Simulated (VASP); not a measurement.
# Rb (Fm-3m) in VASP: a series of runs

One crystal, Rb, is run at these levels: LDA; tasks: single point.

Everything below comes from runs of VASP 6.6.1. Logs are shortened: lines on timing, memory, paths and dates and some standing lists are left out, and cuts for length are marked.

### Step 1. The structure

Symmetry: Fm-3m, No. 225, cubic system. The conventional cell has a = 6.794 Å, b = 6.794 Å, c = 6.794 Å, α = 90.00°, β = 90.00°, γ = 90.00°.

This isn't the form of Rb at room conditions, which is bcc.

### Step 2. Single point, LDA

INCAR

```
ALGO     = Normal         # electronic algorithm
EDIFF    = 1E-7           # SCF threshold, eV
ENCUT    = 520            # plane-wave cutoff, eV
GGA      = CA             # functional
ISIF     = 2              # what is computed and relaxed
ISMEAR   = -1             # smearing method
LASPH    = True           # aspherical terms in the spheres
LCHARG   = False          # write CHGCAR
LREAL    = False          # projectors in reciprocal space
LWAVE    = False          # write WAVECAR
NBANDS   = 10             # bands
NELM     = 100            # most SCF steps
PREC     = Accurate       # precision mode
SIGMA    = 0.1            # smearing width, eV
```

KPOINTS

```
k-points
0
Gamma
  13 13 13
```

POSCAR

```
Rb
1.0
    0.0000000000      3.3967937365      3.3967937365
    3.3967937365      0.0000000000      3.3967937365
    3.3967937365      3.3967937365      0.0000000000
Rb
1
Direct
    0.0000000000      0.0000000000      0.0000000000
```

Potentials or basis: VASP PAW LDA potentials, release 64 (Rb_sv).

The run is started by

```console
$ cat potpaw_LDA.64/Rb_sv/POTCAR > POTCAR
$ mpirun -np 1 vasp_std > vasp.out
```

OUTCAR:

```text
EDIFF = 1E-7
   ENCUT = 520
   GGA = CA
   ISIF = 2
   ISMEAR = -1
   LASPH = True
   LREAL = False
   NELM = 100
   PREC = Accurate

 ion  position               nearest neighbor table
   1  0.000  0.000  0.000-

  LATTYP: Found a face centered cubic cell.
 ALAT       =     6.7935874730

  Lattice vectors:

 A1 = (   0.0000000000,   3.3967937365,   3.3967937365)
 A2 = (   3.3967937365,   0.0000000000,   3.3967937365)
 A3 = (   3.3967937365,   3.3967937365,   0.0000000000)

Analysis of symmetry for initial positions (statically):
=====================================================================
 Subroutine PRICEL returns:
 Original cell was already a primitive cell.

 Routine SETGRP: Setting up the symmetry group for a
 face centered cubic supercell.

 Subroutine GETGRP returns: Found 48 space group operations
 (whereof 48 operations were pure point group operations)
 out of a pool of 48 trial point group operations.

The static configuration has the point symmetry O_h .

Analysis of symmetry for dynamics (positions and initial velocities):
=====================================================================
 Subroutine PRICEL returns:
 Original cell was already a primitive cell.

 Routine SETGRP: Setting up the symmetry group for a
 face centered cubic supercell.

 Subroutine GETGRP returns: Found 48 space group operations
 (whereof 48 operations were pure point group operations)
 out of a pool of 48 trial point group operations.

The dynamic configuration has the point symmetry O_h .

 Subroutine INISYM returns: Found 48 space group operations
 (whereof 48 operations are pure point group operations),
 and found     1 'primitive' translations

----------------------------------------------------------------------------------------

                                     Primitive cell

  volume of cell :      78.3858

  direct lattice vectors                    reciprocal lattice vectors
     0.000000000  3.396793736  3.396793736    -0.147197634  0.147197634  0.147197634
     3.396793736  0.000000000  3.396793736     0.147197634 -0.147197634  0.147197634
     3.396793736  3.396793736  0.000000000     0.147197634  0.147197634 -0.147197634

  length of vectors
     4.803791771  4.803791771  4.803791771     0.254953780  0.254953780  0.254953780

  position of ions in fractional coordinates (direct lattice)
     0.000000000  0.000000000  0.000000000

  ion indices of the primitive-cell ions
   primitive index   ion index
                 1           1

[... 78 lines left out ...]
   ISYM   =      2    0-nonsym 1-usesym 2-fastsym
   POTIM  = 0.5000    time-step for ionic-motion
   TEBEG  =    0.0;   TEEND  =   0.0 temperature during run
   PSTRESS=    0.0 pullay stress
   NELECT =       9.0000    total number of electrons
   NUPDOWN=      -1.0000    fix difference up-down
   EMIN   =  10.00;   EMAX   =-10.00  energy-range for DOS
   EFERMI =   0.00;   METHOD = LEGACY
   ISMEAR =    -1;   SIGMA  =   0.10  broadening in eV -4-tet -1-fermi 0-gaus
   EFERMI_NEDOS =   21; number of points for ismear=-14 and -15
   IALGO  =     38    algorithm
   IMIX   =      4    mixing-type and parameters
     AMIX     =   0.40;   BMIX     =  1.00
     AMIX_MAG =   1.60;   BMIX_MAG =  1.00
  volume/ion in A,a.u.               =      78.39       528.97
  Fermi-wavevector in a.u.,A,eV,Ry     =   0.795689  1.503634  8.614126  0.633120
  Thomas-Fermi vector in A             =   1.902066
   LORBIT       =      0    0 simple, 1 ext, 2 COOP (PROOUT), +10 PAW based schemes
   GGA     = CA    functional components
   LHFCALC =     F    Hartree Fock is set to
   AEXX    =    0.0000 exact exchange contribution
   IVDW    =     0    specifies the selected vdW correction
   LEPSILON=     F    determine dielectric tensor
   LRPA    =     F    only Hartree local field effects (RPA)
 non-spin polarized calculation
  energy-cutoff  :      520.00
  volume of cell :       78.39
 maximum number of plane-waves:      2138
   NGX = 17   NGY = 17   NGZ = 17

 number of electron       9.0000000 magnetization

 Free energy of the ion-electron system (eV)
  ---------------------------------------------------
  ext. energy  EPLUGINS =         0.00000000
  ---------------------------------------------------
  free energy    TOTEN  =        -1.07532313 eV

  energy without entropy =       -1.04583466  energy(sigma->0) =       -1.06057890

 E-fermi :   0.1357     XC(G=0):  -6.0704

 val. band max:        0.1335571620   @ k =  -0.2308   0.3077   0.0769
 cond. band min:       0.1493621726   @ k =   0.4615   0.3846   0.0769
 fundamental gap:      0.0158050106
 Fermi energy:         0.1356689031

 k-point     1 :       0.0000    0.0000    0.0000
  band No.  band energies     occupation
      1     -28.5799      2.00000
      2     -12.6620      2.00000
      3     -12.6620      2.00000
      4     -12.6620      2.00000
      5      -2.0536      2.00000
      6       3.7704      0.00000
      7       3.7704      0.00000
      8       3.7704      0.00000
      9       5.2371      0.00000
     10       5.2371      0.00000
[... 287 lines left out ...]
 k-point    24 :       0.4615    0.1538    0.0000
  band No.  band energies     occupation
      1     -28.5716      2.00000
      2     -12.8042      2.00000
      3     -12.7014      2.00000
      4     -12.6921      2.00000
      5       0.0119      1.55036
      6       1.4488      0.00000
      7       3.0071      0.00000
      8       3.8068      0.00000
      9       5.1798      0.00000
     10       6.2539      0.00000

 [... further k-points ...]

------------------------ aborting loop because EDIFF is reached ----------------------------------------

  FORCE on cell =-STRESS in cart. coord.  units (eV):
  Direction    XX          YY          ZZ          XY          YZ          ZX
  --------------------------------------------------------------------------------------
  -------------------------------------------------------------------------------------
  Total       -0.0111297     -0.0111297     -0.0111297      0.0000000     -0.0000000     -0.0000000
  in kB       -0.2274872     -0.2274872     -0.2274872      0.0000000     -0.0000000     -0.0000000
  external PRESSURE =      -0.2274872 kB  Pullay stress =       0.0000000 kB

 VOLUME and BASIS-vectors are now :
 -----------------------------------------------------------------------------
  energy-cutoff  :      520.00
  volume of cell :       78.39
      direct lattice vectors                 reciprocal lattice vectors
     0.000000000  3.396793736  3.396793736    -0.147197634  0.147197634  0.147197634
     3.396793736  0.000000000  3.396793736     0.147197634 -0.147197634  0.147197634
     3.396793736  3.396793736  0.000000000     0.147197634  0.147197634 -0.147197634

 POSITION                                       TOTAL-FORCE (eV/Angst)
 -----------------------------------------------------------------------------------
      0.00000      0.00000      0.00000         0.000000     -0.000000      0.000000
 -----------------------------------------------------------------------------------
    total drift:                               -0.000000      0.000000      0.000000

  FREE ENERGIE OF THE ION-ELECTRON SYSTEM (eV)
  ---------------------------------------------------
  free  energy   TOTEN  =        -1.0753231339 eV

  energy  without entropy=       -1.0458346605  energy(sigma->0) =       -1.06057890
```

Run time: 36 s. Hardware: 1 thread of Intel Xeon Platinum 8488C (Sapphire Rapids), shared host; peak memory 0.19 GiB.

Results:

```yaml
Free_energy: -1.0753 eV
Pressure: 0.0 GPa
Band_gap_on_the_k_mesh: none (metal or under the smearing width)
```

(Part 1 of 2 ends here.)
